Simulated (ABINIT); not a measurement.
Crystal: PbS (Galena).

```xyz
2
Lattice="0.0000 2.9657 2.9657 2.9657 0.0000 2.9657 2.9657 2.9657 0.0000" Properties=species:S:1:pos:R:3 pbc="T T T"
Pb    0.0000    0.0000    0.0000
S     2.9657    2.9657    2.9657
```

Base run:

```yaml
Program: ABINIT 10.8.3 (patched build)
Functional: PW91
Potentials_or_basis: JTH PAW PBE v2.0 sp
Cutoff: 544 eV
k_mesh: 8 × 8 × 8
Occupations: fermi-dirac, width 0.05 eV
Spin: no spin polarisation
```

Its results: band gap on the k mesh 0.39 eV, direct; pressure 2.1 GPa.

Q: The run is repeated on the same cell with these changes: functional from PW91 to OLYP. What comes out?

A: Band gap on the k mesh 0.74 eV, direct; pressure 3.3 GPa.

OLYP binds less tightly than PW91, so the same cell stands under more pressure.

Caveats: the PAW data sets were made with another functional, which shifts forces and pressure a little; spin-orbit coupling is left out, which as a rule narrows the gap of such compounds by several tenths of an eV; this set keeps more shells in the core, which shifts pressures and gaps.
